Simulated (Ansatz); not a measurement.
**Piezoelectric tensor of BeTe**

Computed with Ansatz, DFT PBE, scalar-relativistic, plane waves, PAW. Settings: 420 eV plane-wave cutoff, Γ-centred 8×8×8 mesh, fixed occupations. No spin polarisation.

The cell, relaxed at this level:
```xyz
2
Lattice="0.0000 2.8320 2.8320 2.8320 0.0000 2.8320 2.8320 2.8320 0.0000" Properties=species:S:1:pos:R:3 pbc="T T T"
Be    0.0000    0.0000    0.0000
Te    4.2480    4.2480    4.2480
```

It was relaxed at this level from a cell as deposited in COD. Spin–orbit coupling is left out, which matters for heavy elements.

Q: Give the relaxed-ion proper piezoelectric stress tensor e_iJ (C/m², Voigt columns xx yy zz yz xz xy).

A:
```
x   0.000 0.000 0.000 0.231 0.000 0.000
y   0.000 0.000 0.000 0.000 0.231 0.000
z   0.000 0.000 0.000 0.000 0.000 0.231
```
Signs follow the orientation of the cell as given.

Q: With the elastic constants (GPa, Voigt order)
```
96.5 36.4 36.4  0.0  0.0  0.0
36.4 96.5 36.4  0.0  0.0  0.0
36.4 36.4 96.5  0.0  0.0  0.0
 0.0  0.0  0.0 49.4  0.0  0.0
 0.0  0.0  0.0  0.0 49.4  0.0
 0.0  0.0  0.0  0.0  0.0 49.4
```
find the strain coefficients d = e·C⁻¹ (pC/N).

A:
```
x   0.00 0.00 0.00 4.68 0.00 0.00
y   0.00 0.00 0.00 0.00 4.68 0.00
z   0.00 0.00 0.00 0.00 0.00 4.68
```
